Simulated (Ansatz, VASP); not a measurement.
**BeS: VASP beside Ansatz**

The input POSCAR:

```
BeS
1.0
    2.4342244985      2.4342244985      0.0000000000
   -2.4342244985      2.4342244985      0.0000000000
    0.0000000000      2.4342244985      2.4342244985
Be S
1 1
Direct
    0.0000000000      0.0000000000      0.0000000000
    0.7500000000      0.2500000000      0.5000000000
```

File INCAR.step1:

```
SYSTEM = BeS
  PREC = Accurate
  ENCUT = 520
  ISMEAR = 0
  SIGMA = 0.01
  LREAL = .FALSE.
  LASPH = .TRUE.
  NELM = 100
  NBANDS = 11
  GGA = PE
  ALGO = Normal
  EDIFF = 1E-4
  LWAVE = .TRUE.
  LCHARG = .FALSE.
```

The input INCAR.step2:

```
SYSTEM = BeS
  PREC = Accurate
  ENCUT = 520
  EDIFF = 1E-6
  ISMEAR = 0
  SIGMA = 0.01
  LREAL = .FALSE.
  LASPH = .TRUE.
  NELM = 100
  ALGO = Normal
  ISIF = 2
  LWAVE = .FALSE.
  LCHARG = .TRUE.
  METAGGA = R2SCAN
  LMIXTAU = .TRUE.
  LELF = .TRUE.
  LVHAR = .TRUE.
  NBANDS = 11
  ISTART = 1
```

KPOINTS

```
regular mesh
0
G
  8 8 8
  0 0 0
```

Input for Ansatz:

```yaml
crystal:
  lattice:
    - [2.43422449853, 2.43422449853, 0.0]
    - [-2.43422449853, 2.43422449853, 0.0]
    - [0.0, 2.43422449853, 2.43422449853]
  atoms:
    - { symbol: Be, position: [0.0, 0.0, 0.0] }
    - { symbol: S, position: [0.75, 0.25, 0.5] }
kpoints:
  mp_grid: { grid: [8, 8, 8] }
scf:
  occupations: { method: fixed }
hamiltonian:
  xc: r2scan
  pseudopotentials: { kind: paw }
output:
  eigenstates:
    kpoints:
      - [0.0, 0.0, -0.5]
      - [0.001937094, -0.001937094, -0.5]
      - [0.003874189, -0.003874189, -0.5]
      - [0.007748377, -0.007748377, -0.5]
      - [0.001937094, 0.001937094, -0.498062906]
      - [0.003874189, 0.003874189, -0.496125811]
      - [0.007748377, 0.007748377, -0.492251623]
      - [0.0, 0.0, -0.498062906]
      - [0.0, 0.0, -0.496125811]
      - [0.0, 0.0, -0.492251623]
      - [0.002739465, 0.0, -0.498630267]
      - [0.00547893, 0.0, -0.497260535]
      - [0.01095786, 0.0, -0.49452107]
      - [0.001369733, -0.001369733, -0.498630267]
      - [0.002739465, -0.002739465, -0.497260535]
      - [0.00547893, -0.00547893, -0.49452107]
      - [0.002236764, 0.0, -0.497763236]
      - [0.004473528, 0.0, -0.495526472]
      - [0.008947055, 0.0, -0.491052945]
      - [0.001581631, 0.0, -0.500790815]
      - [0.003163262, 0.0, -0.501581631]
      - [0.006326524, 0.0, -0.503163262]
      - [0.0, 0.0, 0.0]
      - [0.001937094, -0.001937094, 0.0]
      - [0.003874189, -0.003874189, 0.0]
      - [0.007748377, -0.007748377, 0.0]
      - [0.001937094, 0.001937094, 0.001937094]
      - [0.003874189, 0.003874189, 0.003874189]
      - [0.007748377, 0.007748377, 0.007748377]
      - [0.0, 0.0, 0.001937094]
      - [0.0, 0.0, 0.003874189]
      - [0.0, 0.0, 0.007748377]
      - [0.002739465, 0.0, 0.001369733]
      - [0.00547893, 0.0, 0.002739465]
      - [0.01095786, 0.0, 0.00547893]
      - [0.002236764, 0.0, 0.002236764]
      - [0.004473528, 0.0, 0.004473528]
      - [0.008947055, 0.0, 0.008947055]
      - [0.001581631, 0.0, -0.000790815]
      - [0.003163262, 0.0, -0.001581631]
      - [0.006326524, 0.0, -0.003163262]
    de_dk: true
    e_range: [-3, 6.589043697511]
checkpoint:
  read: ck
```

Alike in both runs: task single point; functional r2SCAN; k mesh 8 × 8 × 8; no spin polarisation.

```csv
,VASP,Ansatz
version,VASP 6.6.1,Ansatz 0.2.0
potentials or method,"VASP PAW PBE potentials, release 64 (Be, S)","PAW with Ansatz's default frozen-core files, scalar-relativistic"
plane-wave cutoff (eV),520,500
occupations,"gaussian, width 0.01 eV",fixed
valence electrons in the cell,8,8
```

|  | VASP | Ansatz | Ansatz less VASP |
| --- | --- | --- | --- |
| gap on the k mesh at the Fermi level (eV) | 3.60 | 3.59 | -0.009 |

 A k mesh can miss the band edges. r2SCAN opens gaps a little over a GGA but as a rule still falls short of measured ones.
